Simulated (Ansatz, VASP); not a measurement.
**SiC (Moissanite 3C): VASP beside Ansatz**

Aim: how closely do two programs agree when they are given the same cell, functional and k mesh? The cell is a member of a volume series, scaled by 0.985 from a relaxed one, so a pressure remains.

Program: Ansatz 0.2.0. Level of theory: plane waves, with VASP 6.6.1 beside it; single point at LDA. Results are calculated unless marked as measured.

### Step 1. Starting point

The structure is cubic, space group F-43m (No. 216). Conventional cell: a = 4.309 Å, b = 4.309 Å, c = 4.309 Å, α = 90.00°, β = 90.00°, γ = 90.00°. Si has 4 C at 1.87 Å nearest. Nearest to C lie 4 Si at 1.87 Å. Farther neighbours are not listed.

### Step 2. Ansatz: single point, LDA, volume scaled by 0.985

Ansatz runs on its default PAW (the set named soft_2) files.

With cell and atoms fixed, the geometry can't cause a difference; cores, projectors, grids and the points listed under the comparison can.

The input, input.yaml:

```yaml
crystal:
  lattice:
    - [0.0, 2.15455745, 2.15455745]
    - [2.15455745, 0.0, 2.15455745]
    - [2.15455745, 2.15455745, 0.0]
  atoms:
    - { symbol: Si, position: [0.0, 0.0, 0.0] }
    - { symbol: C, position: [0.75, 0.75, 0.75] }
hamiltonian:
  xc: lda
  pseudopotentials: { kind: paw }
kpoints:
  mp_grid: { grid: [8, 8, 8] }
scf:
  occupations: { method: gaussian, width: 0.03 }
  n_extra_bands: 4
output:
  forces: true
  stress: true
  eigenvalues: true
```

Started as:

```
$ ansatz run input.yaml --threads 2 --pin off --max-ram 4608MiB --backend cpu --events-out ev --progress --plain --runs-dir out
```

Numbers of over 12 decimals in the logs are rounded to 6 here.

The log of the run:

```text
scf.n_extra_bands = 4 over 4 filled bands (N_el = 8.0): the run solves 8 bands
Engine: ansatz 0.2.0, aarch64-unknown-linux-gnu
Pseudopotentials: kind: paw
Pseudopotential: Si, paw, valence charge 4, recommended cutoff 420 eV (normal), Si.paw.azcp
Pseudopotential: C, paw, valence charge 4, recommended cutoff 420 eV (normal), C.paw.azcp
Functional definition: SPW92
  exchange = slater_x
  correlation = pw_c
Crystal: 2 atoms, lattice volume = 20.003 Å³
Basis set: ecut = 420 eV, 387 PW (Γ)
Bands: 8, of which v1, the nominal top of the filled ones, is band 4 counted from 1 (3 counted from 0)
Symmetry: 24 space group operations
Space group: F-43m (ITA 216), of the structure as read, at distance tolerance 2.7e-5 Å
k-points: 29 of 512 (time reversal used)
Non-local potential: Si, projectors of the file, l = 0: 2, l = 1: 2, l = 2: 2
Non-local potential: C, projectors of the file, l = 0: 2, l = 1: 2, l = 2: 1
PAW form: soft (Blöchl's): semilocal exchange-correlation on the pseudo side does not see the compensation charge
PAW frozen core: Si, regenerated for the run's functional, and the local potential with it (the file was generated under x = pbe(κ = 0.804, μ = 0.219515), c = pbe(β = 0.066725))
PAW frozen core: C, regenerated for the run's functional, and the local potential with it (the file was generated under x = pbe(κ = 0.804, μ = 0.219515), c = pbe(β = 0.066725))
PAW one-centre angular grid: Si, 110 points (default); XC on 64 Gauss nodes
PAW one-centre angular grid: C, 110 points (default); XC on 64 Gauss nodes
Initial density: superposition of atomic densities (neutral atoms: chi_scale 0, normalization atom), corrected by the library's trained network
Initial wavefunctions: pseudopotential atomic-orbital guess
Functional: x = slater, c = lda
SCF iter   1: F=—  HF=-852.199904 eV  |F-HF|=—  |Δ(HF+E_count)|=         —  Δρ=7.44e-3  dr2=1.07e-2  ethr=1.77e-3  ⟨swp⟩=5.9  Hψ=1922  notcnv=0
preconditioner: auto → none  [insulator: Δε(μ)=1.220 eV  Ē_g=14.198 eV  σ=0.030 eV  W_gap=1.00  n_scr=0 (ndim 8)  ℏωp=23.5 eV  f_vac=0.000  D(μ)=0.00/eV (n_scr^D=0)  ε∞_Penn≈3.7]
SCF iter   2: F=—  HF=-852.196993 eV  |F-HF|=—  |Δ(HF+E_count)|=   2.91e-3  Δρ=3.40e-3  dr2=1.04e-3  ethr=1.34e-4  ⟨swp⟩=2.3  Hψ=601  notcnv=0
SCF iter   3: F=—  HF=-852.196717 eV  |F-HF|=—  |Δ(HF+E_count)|=   2.76e-4  Δρ=1.43e-3  dr2=1.61e-4  ethr=1.31e-5  ⟨swp⟩=2.3  Hψ=363  notcnv=0
SCF iter   4: F=—  HF=-852.196680 eV  |F-HF|=—  |Δ(HF+E_count)|=   3.71e-5  Δρ=3.59e-4  dr2=1.06e-5  ethr=2.01e-6  ⟨swp⟩=1.0  Hψ=232  notcnv=0
SCF iter   5: F=—  HF=-852.196679 eV  |F-HF|=—  |Δ(HF+E_count)|=   8.43e-7  Δρ=3.86e-5  dr2=1.29e-7  ethr=1.32e-7  ⟨swp⟩=1.2  Hψ=248  notcnv=0
SCF iter   6: F=-852.196679 eV  HF=-852.196679 eV  |F-HF|=6.09e-11  |Δ(HF+E_count)|=   2.79e-9  Δρ=1.73e-6  dr2=2.12e-10  ethr=1.25e-9  ⟨swp⟩=4.5  Hψ=868  notcnv=0
SCF 1 converged in 6 iterations: F = -852.196679 eV  dr2 = 2.12e-10
  greatest PAW one-centre occupation: 0.641 electrons in one spin orbital (limit 2), on the C atom at site 1 (counted from 0), in its partial waves of l = 0
SCF converged after 6 iterations
Free energy (F): -852.196679 eV
Harris-Foulkes:  -852.196679 eV  (|F-HF|=6.09e-11)
Internal energy: -852.196679 eV  (E = F + TS)
E sigma→0 (E₀):  -852.196679 eV
Fermi energy:    10.318566 eV
--- Per-component energies (eV) ---
  E_band       = 29.783859
  E_kinetic    = 137.572423
  E_local      = -104.242990  (includes V_loc(G=0)·N_el)
  E_nonlocal   = 54.380067
  E_hartree    = 31.454460
  E_xc         = -105.331504
  E_vxc        = -110.161895  (∫ρ·V_xc dr)
  E_paw        = -578.161781  (= ΣΔE_a)
  E_vpaw       = -10.672721  (= ΣTr[D̂ρ^β])
  E_aug_tail   = 0.000015  (compensation charges beyond the density's cutoff)
  E_ewald      = -288.014533
  E_core_change = 0.147163  (= ΣΔE_core)
  E_smearing   = -0.000000  (= −TS)
  E_closure    = -0.000000  (closes the sum)
  Σ components = -852.196679   (vs F -852.196679, Δ=0.00e0)
--- Forces (eV/Å), atoms counted from 1 ---
  atom   1  Si    -0.00000000     0.00000000     0.00000000
  atom   2  C      0.00000000    -0.00000000     0.00000000
  max |Σ_I F_I| component: 1.48e-16 eV/Å
--- Stress (GPa, compression-positive) ---
        3.264271      -0.000000      -0.000000
        0.000000       3.264271       0.000000
       -0.000000       0.000000       3.264271
  P = ⅓ Tr σ = 3.2643 GPa (32.643 kbar)
--- Band table (eV; the first three rows and the last of 29) ---
  k-point 0: bands = ["-5.9117", "9.6750", "9.6750", "9.6750", "16.3402", "17.1088", "17.1088", "17.1088"]
  k-point 1: bands = ["-5.5977", "8.1943", "9.4717", "9.4717", "16.4357", "17.4642", "17.4642", "17.7374"]
  k-point 2: bands = ["-4.6772", "5.3435", "9.0621", "9.0621", "15.9088", "17.6900", "17.6900", "19.2204"]
  k-point 28: bands = ["-0.3862", "2.5914", "4.5020", "4.8352", "14.8621", "19.3138", "19.3744", "19.4508"]
```

It took 0.85 s on 2 threads of Arm Neoverse N1, shared host; peak memory 0.23 GiB.

The column dr2 measures how far the density is from self-consistency, as an energy; F and HF (Harris–Foulkes) agree once it is small.

The run ends at a pressure of 3.26 GPa.

### Step 3. VASP: single point, LDA, volume scaled by 0.985

The same cell, functional (in two slightly different forms), mesh and smearing now go to VASP, with its own data sets and cutoff.

Lines of VASP's logs that name or quote its potential files are left out, and so is its time.

The input asks for a relaxation, which ended at its first step since no free force or stress exceeded the threshold; so it serves as a single point.

The input, INCAR:

```
SYSTEM = SiC
PREC = Accurate
ENCUT = 560
EDIFF = 1E-06
NELM = 100
ISMEAR = 0
SIGMA = 0.03
LREAL = .FALSE.
ALGO = Normal
GGA = CA
NBANDS = 10
LORBIT = 11
LWAVE = .FALSE.
LCHARG = .FALSE.
KPAR = 4
IBRION = 2
NSW = 30
ISIF = 4
EDIFFG = -0.01
```

The input, POSCAR:

```
SiC
1.0
    0.0000000000      2.1545574476      2.1545574476
    2.1545574476      0.0000000000      2.1545574476
    2.1545574476      2.1545574476      0.0000000000
Si C
1 1
Direct
    0.0000000000      0.0000000000      0.0000000000
    0.7500000000      0.7500000000      0.7500000000
```

The input, KPOINTS:

```
Automatic mesh
0
Gamma
8 8 8
0 0 0
```

PAW data sets: Si and C (LDA family, release 64).

Started as:

```
$ mpirun -np 4 vasp_std
```

The log of the run:

```text
[banner, memory and clock lines left out]
running    4 mpi-ranks, on    1 nodes
 distrk:  each k-point on    1 cores,    4 groups
 distr:  one band on    1 cores,    1 groups

 POSCAR found type information on POSCAR SiC
 POSCAR found :  2 types and       2 ions
 LDA part: xc-table for (Slater(with rela. corr.)+CA(PZ))
 , standard interpolation
 POSCAR, INCAR and KPOINTS ok, starting setup
 FFT: planning ... GRIDC
 FFT: planning ... GRID_SOFT
 FFT: planning ... GRID
 WAVECAR not read
 entering main loop
       N       E                     dE             d eps       ncg     rms          rms(c)
DAV:   1     0.476232505220E+01    0.47623E+01   -0.43140E+03   588   0.730E+02
DAV:   2    -0.180300253608E+02   -0.22792E+02   -0.21905E+02   800   0.119E+02
DAV:   3    -0.187753310962E+02   -0.74531E+00   -0.74368E+00   696   0.189E+01
DAV:   4    -0.187787070686E+02   -0.33760E-02   -0.33757E-02   656   0.156E+00
DAV:   5    -0.187787243545E+02   -0.17286E-04   -0.17286E-04   670   0.104E-01    0.943E+00
DAV:   6    -0.167396368689E+02    0.20391E+01   -0.75704E+00   608   0.133E+01    0.417E+00
DAV:   7    -0.166594057732E+02    0.80231E-01   -0.41381E-01   684   0.401E+00    0.185E+00
DAV:   8    -0.166388128540E+02    0.20593E-01   -0.27717E-02   614   0.108E+00    0.180E-01
DAV:   9    -0.166384460995E+02    0.36675E-03   -0.18141E-03   720   0.250E-01    0.950E-02
DAV:  10    -0.166384590816E+02   -0.12982E-04   -0.10902E-04   620   0.704E-02    0.322E-02
DAV:  11    -0.166384594771E+02   -0.39557E-06   -0.26255E-06   670   0.114E-02
   1 F= -.16638459E+02 E0= -.16638459E+02  d E =-.166385E+02
 curvature:   0.00 expect dE= 0.000E+00 dE for cont linesearch  0.000E+00
 trial: gam= 0.00000 g(F)=  0.633E-48 g(S)=  0.440E-33 ort = 0.000E+00 (trialstep = 0.100E+01)
 search vector abs. value=  0.100E-09
 reached required accuracy - stopping structural energy minimisation
```

From OUTCAR (step 3):

```text
ion  position               nearest neighbor table
   1  0.000  0.000  0.000-   2 1.87   2 1.87   2 1.87   2 1.87
   2  0.750  0.750  0.750-   1 1.87   1 1.87   1 1.87   1 1.87

  LATTYP: Found a face centered cubic cell.
 ALAT       =     4.3091148952

 Subroutine GETGRP returns: Found 24 space group operations
 (whereof 24 operations were pure point group operations)

The static configuration has the point symmetry T_d .

 Found     29 irreducible k-points:

   k-points           NKPTS =     29   k-points in BZ     NKDIM =     29   number of bands    NBANDS=     10

   dimension x,y,z NGX =    24 NGY =   24 NGZ =   24
   dimension x,y,z NGXF=    48 NGYF=   48 NGZF=   48

   ENCUT  =  560.0 eV  41.16 Ry    6.42 a.u.   5.88  5.88  5.88*2*pi/ulx,y,z

   NELECT =       8.0000    total number of electrons

 k-points in reciprocal lattice and weights: Automatic mesh
   0.00000000  0.00000000  0.00000000       0.002
   0.12500000  0.00000000  0.00000000       0.016
   0.25000000  0.00000000  0.00000000       0.016
   0.37500000  0.00000000  0.00000000       0.016
   0.50000000  0.00000000  0.00000000       0.008
   0.12500000  0.12500000  0.00000000       0.012
   0.25000000  0.12500000  0.00000000       0.047
   0.37500000  0.12500000  0.00000000       0.047
   0.50000000  0.12500000  0.00000000       0.047
[...]
-0.37500000  0.50000000  0.12500000       0.023
  -0.25000000  0.50000000  0.25000000       0.012

 average (electrostatic) potential at core
       1 -81.4600       2 -48.5420

 E-fermi :   8.5922

 k-point     1 :       0.0000    0.0000    0.0000
  band No.  band energies     occupation
      1      -7.1314      2.00000
      2       8.4518      2.00000
      3       8.4518      2.00000
      4       8.4518      2.00000
      5      15.1434      0.00000
      6      15.8788      0.00000
      7      15.8788      0.00000
      8      15.8788      0.00000
      9      23.1086      0.00000
    ...

 k-point     2 :       0.1250    0.0000    0.0000
  band No.  band energies     occupation
      1      -6.8174      2.00000
      2       6.9715      2.00000
      3       8.2485      2.00000
      4       8.2485      2.00000
      5      15.2227      0.00000
      6      16.2348      0.00000
      7      16.2348      0.00000
      8      16.5241      0.00000
      9      21.8370      0.00000
    ...

 k-point     3 :       0.2500    0.0000    0.0000
  band No.  band energies     occupation
      1      -5.8969      2.00000
      2       4.1212      2.00000
      3       7.8395      2.00000
      4       7.8395      2.00000
      5      14.6934      0.00000
      6      16.4600      0.00000
      7      16.4600      0.00000
      8      18.0082      0.00000
      9      21.6732      0.00000
    ...

  Total        0.4496130      0.4496130      0.4496130      0.0000000      0.0000000      0.0000000
  in kB       36.0118292     36.0118292     36.0118292      0.0000000      0.0000000      0.0000000
  external PRESSURE =      36.0118292 kB  Pullay stress =       0.0000000 kB

  energy-cutoff  :      560.00
  volume of cell :       20.00
      direct lattice vectors                 reciprocal lattice vectors
     0.000000000  2.154557448  2.154557448    -0.232066219  0.232066219  0.232066219
     2.154557448  0.000000000  2.154557448     0.232066219 -0.232066219  0.232066219
     2.154557448  2.154557448  0.000000000     0.232066219  0.232066219 -0.232066219

 POSITION                                       TOTAL-FORCE (eV/Angst)
 -----------------------------------------------------------------------------------
      0.00000      0.00000      0.00000         0.000000      0.000000      0.000000
      3.23184      3.23184      3.23184        -0.000000     -0.000000     -0.000000
 -----------------------------------------------------------------------------------
    total drift:                               -0.000000     -0.000000     -0.000000

  FREE ENERGIE OF THE ION-ELECTRON SYSTEM (eV)
  ---------------------------------------------------
  free  energy   TOTEN  =       -16.6384594771 eV

  energy  without entropy=      -16.6384594771  energy(sigma->0) =      -16.63845948

 reached required accuracy - stopping structural energy minimisation

 total charge
# of ion       s       p       d       tot
------------------------------------------
    1        0.716   1.009   0.000   1.725
    2        0.831   1.743   0.000   2.574
--------------------------------------------------
tot          1.547   2.752   0.000   4.299

[... 3 further parts left out ...]
```

### Step 4. Side by side

Known differences besides the potentials themselves: the two LDA forms differ slightly; the cutoff is 420 eV in Ansatz and 560 eV in VASP; VASP's log shows a relativistic correction to its local exchange, Ansatz's none. Total energies have different zeros and are not compared.

Both answers:

```
                                        quantity  Ansatz   VASP  difference
                                  pressure (GPa)    3.26   3.60       -0.34
pressure without Ansatz's Pulay correction (GPa)    2.86   3.60       -0.74
                          gap on the k mesh (eV)   1.287  1.274      +0.013
```

A gap on the mesh is an upper bound, since the band edges may lie between its points. Ansatz's pressure holds a Pulay correction of 0.41 GPa; VASP's holds none.

### Step 5. VASP: single point, LDA, volume scaled by 0.97

A single point gives forces, pressure and levels at one fixed geometry, so differences don't come from the geometry; what else differs is listed under the comparison. The cell compared in this pair holds 19.70 Å³, against 20.00 Å³ for the pair before.

The input asks for a relaxation, which ended at its first step since no free force or stress exceeded the threshold; so it serves as a single point.

INCAR, as its differences from that of step 3:

```diff
@@ -3,3 +3,3 @@
 ENCUT = 560
-EDIFF = 1E-06
+EDIFF = 1E-07
 NELM = 100
@@ -16,4 +16,4 @@
 IBRION = 2
-NSW = 30
+NSW = 50
 ISIF = 4
-EDIFFG = -0.01
+EDIFFG = -0.002
```

The input, POSCAR:

```
SiC
1.0
    0.0000000000      2.1435646163      2.1435646163
    2.1435646163      0.0000000000      2.1435646163
    2.1435646163      2.1435646163      0.0000000000
Si C
1 1
Direct
    0.0000000000      0.0000000000      0.0000000000
    0.7500000000      0.7500000000      0.7500000000
```

KPOINTS is that of step 3.

Started as:

```
$ mpirun -np 4 vasp_std
```

The log of the run:

```text
[... set-up lines as in an earlier step ...]
 entering main loop
       N       E                     dE             d eps       ncg     rms          rms(c)
DAV:   1     0.192542055730E+01    0.19254E+01   -0.42541E+03   604   0.722E+02
DAV:   2    -0.182616717699E+02   -0.20187E+02   -0.19280E+02   794   0.115E+02
DAV:   3    -0.188150017088E+02   -0.55333E+00   -0.55283E+00   678   0.164E+01
DAV:   4    -0.188174287229E+02   -0.24270E-02   -0.24268E-02   676   0.141E+00
[...]
DAV:  11    -0.166277487748E+02   -0.42295E-06   -0.23336E-06   688   0.110E-02    0.144E-02
DAV:  12    -0.166277485499E+02    0.22493E-06   -0.69078E-07   604   0.428E-03    0.574E-04
DAV:  13    -0.166277485539E+02   -0.40501E-08   -0.28998E-08   310   0.120E-03
   1 F= -.16627749E+02 E0= -.16627749E+02  d E =-.166277E+02
[...]
reached required accuracy - stopping structural energy minimisation
```

Parts of OUTCAR (step 5):

```text
  Total        0.9130585      0.9130585      0.9130585      0.0000000      0.0000000     -0.0000000
  in kB       74.2624766     74.2624766     74.2624766      0.0000000      0.0000000     -0.0000000
  external PRESSURE =      74.2624766 kB  Pullay stress =       0.0000000 kB

 POSITION                                       TOTAL-FORCE (eV/Angst)
 -----------------------------------------------------------------------------------
      0.00000      0.00000      0.00000        -0.000000     -0.000000     -0.000000
      3.21535      3.21535      3.21535         0.000000      0.000000      0.000000
 -----------------------------------------------------------------------------------
    total drift:                               -0.000000     -0.000000     -0.000000

  FREE ENERGIE OF THE ION-ELECTRON SYSTEM (eV)
  ---------------------------------------------------
  free  energy   TOTEN  =       -16.6277485539 eV

  energy  without entropy=      -16.6277485539  energy(sigma->0) =      -16.62774855

[... 2 parts as in an earlier step ...]

[... 2 further parts left out ...]
[key lines of the parts left out:]
E-fermi :   8.7737
```

### Step 6. Ansatz: single point, LDA, volume scaled by 0.97

The same cell, functional (in two slightly different forms), mesh and smearing now go to Ansatz, which takes its cutoff from its data sets.

The cell is a member of a volume series, scaled by 0.97 from a relaxed one, so a pressure remains.

input.yaml, the sections that differ from step 2:

```yaml
crystal:
  lattice:
    - [0.0, 2.14356462, 2.14356462]
    - [2.14356462, 0.0, 2.14356462]
    - [2.14356462, 2.14356462, 0.0]
  atoms:
    - { symbol: Si, position: [0.0, 0.0, 0.0] }
    - { symbol: C, position: [0.75, 0.75, 0.75] }
# hamiltonian, kpoints, scf, output: as in step 2
```

Started as:

```
$ ansatz run input.yaml --threads 2 --pin off --max-ram 4608MiB --backend cpu --events-out ev --progress --plain --runs-dir out
```

The log of the run:

```text
[...]
Crystal: 2 atoms, lattice volume = 19.699 Å³
Basis set: ecut = 420 eV, 387 PW (Γ)
Bands: 8, of which v1, the nominal top of the filled ones, is band 4 counted from 1 (3 counted from 0)
Symmetry: 24 space group operations
[...]
k-points: 29 of 512 (time reversal used)
[...]
Free energy (F): -852.186957 eV
[...]
Internal energy: -852.186957 eV  (E = F + TS)
E sigma→0 (E₀):  -852.186957 eV
Fermi energy:    10.510033 eV
[...]
--- Stress (GPa, compression-positive) ---
        7.090936       0.000000      -0.000000
        0.000000       7.090936       0.000000
       -0.000000       0.000000       7.090936
  P = ⅓ Tr σ = 7.0909 GPa (70.909 kbar)
--- Band table (eV; the first three rows and the last of 29) ---
[...]
[key lines of the parts left out:]
SCF converged after 6 iterations
```

It took 0.87 s on 2 threads; peak memory 0.23 GiB; 1.4 s of CPU time.

The run ends at a pressure of 7.09 GPa.

(Part 1 of 2 ends here.)

[Lines on the potential files, build, host, timing and source positions are cut from VASP's logs without a mark.]

[Logs are printed without paths, hosts, clocks, repeated set-up lines and the standing remarks that a program may print on its own settings, such as how far it seeks lower states.]

[Hosts, paths, dates, database ids (printed as entryN), source tags and the programs' standing remarks are cut or masked in the printed files.]
